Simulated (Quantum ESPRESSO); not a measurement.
CdSe in Quantum ESPRESSO: the effect of functional

CdSe:

```
Cd Se
1.0
     0.00000    3.07027    3.07027
     3.07027    0.00000    3.07027
     3.07027    3.07027    0.00000
Cd Se
1 1
Direct
  0.00000 0.00000 0.00000
  0.25000 0.25000 0.25000
```

Measurements of this composition are mostly on another form, of space group No. 186.

Alike in all runs:

| Quantity | Value |
| --- | --- |
| Program | Quantum ESPRESSO 7.5 |
| Task | phonons |
| Cutoff | 612 eV |
| Density cutoff | 4898 eV |
| k mesh | 4 × 4 × 4, shifted |
| Occupations | fermi-dirac, width 0.05 eV |
| Spin | no spin polarisation |

Each run relaxes the cell or the atoms first.

```tsv
functional	potentials or basis	relaxed volume (Å³/atom)	dielectric constant (mean)	highest phonon frequency (cm⁻¹)
LDA	GBRV 1.5 LDA	27.19	8.38	176
PBE	GBRV 1.5 PBE	29.86	7.88	155
AM05	GBRV 1.5 PBE	28.57	7.87	162
RPBE	GBRV 1.5 PBE	31.12	7.56	144
revPBE	GBRV 1.5 PBE	30.77	7.64	147
vdW-DF-cx	GBRV 1.5 PBE	?	?	?
```

**Question.** What does the run with functional vdW-DF-cx give?

**Answer.** Relaxed volume 28.53 Å³/atom; dielectric constant 8.07 mean; highest phonon frequency 165 cm⁻¹.

Caveats: the potentials were made for another functional, which shifts forces and pressure (some runs).
